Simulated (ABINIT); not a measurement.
The system is SnTe.

```
CELL_PARAMETERS angstrom
0.00000 3.15085 3.15085
3.15085 0.00000 3.15085
3.15085 3.15085 0.00000
ATOMIC_POSITIONS crystal
Te 0.50000 0.50000 0.50000
Sn 0.00000 0.00000 0.00000
```

Base run:

- Program: ABINIT 10.8.3 (patched build)
- Functional: PBEsol
- Potentials or basis: PseudoDojo NC SR PBEsol v0.4.1 standard
- Cutoff: 925 eV
- k mesh: 5 × 5 × 5
- Occupations: fermi-dirac, width 0.05 eV
- Spin: no spin polarisation

Its results: pressure -0.7 GPa.

**Question.** The run is repeated on the same cell with these changes: functional from PBEsol to LDA; potentials or basis from PseudoDojo NC SR PBEsol v0.4.1 standard to PseudoDojo NC SR LDA v0.4.1 standard; cutoff from 925 eV to 952 eV. What comes out?

**Answer.** Pressure -1.7 GPa.

Caveats: the cutoff is short for stress, so the pressure is rough (some runs).
